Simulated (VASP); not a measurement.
A run of VASP 6.6.1:

File INCAR:

```
SYSTEM = MoS2
AGGAC = 0.0
ALGO = Fast
EDIFF = 1E-6
ENCUT = 520
GGA = ML
ISIF = 2
ISMEAR = -1
LASPH = .True.
LCHARG = .False.
LREAL = .False.
LUSE_VDW = .True.
LWAVE = .False.
NELM = 100
PREC = Accurate
SIGMA = 0.05
ZAB_VDW = -1.8867
```

The input KPOINTS:

```
k-points
0
Gamma
  8 8 2
  0 0 0
```

POSCAR

```
MoS2
1.0
    3.1610000000      0.0000000000      0.0000000000
   -1.5805000000      2.7375063014      0.0000000000
    0.0000000000      0.0000000000     15.9835000000
Mo S
2 4
Direct
    0.3333333333      0.6666666667      0.2500000000
    0.6666666667      0.3333333333      0.7500000000
    0.6666666667      0.3333333333      0.3479134733
    0.6666666667      0.3333333333      0.1520865267
    0.3333333333      0.6666666667      0.8479134733
    0.3333333333      0.6666666667      0.6520865267
```

Potentials or basis: VASP PAW PBE potentials, release 64 (Mo_sv, S).

Run with:

```sh
$ cat potpaw_PBE.64/Mo_sv/POTCAR potpaw_PBE.64/S/POTCAR > POTCAR
$ mpirun -np 1 vasp_std > vasp.out
```

Hardware: 1 thread of Intel(R) Xeon(R) 6975P-C (Granite Rapids), with other jobs on the host.

How long does it take, and how much memory?

Wall time 3 min on 1 thread of Intel(R) Xeon(R) 6975P-C (Granite Rapids), with other jobs on the host, peak memory 0.64 GiB. Counts: scf iterations 17, k points 20.
